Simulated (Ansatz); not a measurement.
**MgS and the effect of the functional**

```xyz
2
Lattice="0.0000 2.6016 2.6016 2.6016 0.0000 2.6016 2.6016 2.6016 0.0000" Properties=species:S:1:pos:R:3 pbc="T T T"
S     2.6016    2.6016    2.6016
Mg    0.0000    0.0000    0.0000
```

Kept alike: task single point; k mesh 6 × 6 × 6; occupations fermi-dirac, width 0.05 eV; no spin polarisation. Program: Ansatz, PAW datasets made for the crystal. Cutoffs run from 200 to 220 eV. The mesh is that of the run's cell of 2 atoms. No spin-orbit coupling.

| functional | band gap (eV) | pressure (GPa) |
| --- | --- | --- |
| HSE06 | 3.799 | -0.42 |
| PBE | 2.785 | 1.18 |
| PBE0 | 4.524 | -0.41 |
| PBEsol | 2.702 | -0.93 |

Pressure is positive in compression, with a Pulay correction for the finite cutoff. A gap read on the mesh alone can miss an edge between its points.

The band gap runs from 2.702 (PBEsol) to 4.524 eV (PBE0). From PBE: HSE06 +1.014; PBE0 +1.739; PBEsol -0.083. The pressure runs from -0.93 (PBEsol) to 1.18 GPa (PBE). From PBE: HSE06 -1.60; PBE0 -1.59; PBEsol -2.11. A positive pressure means that the functional's own cell is larger than the one given, a negative one that it is smaller.
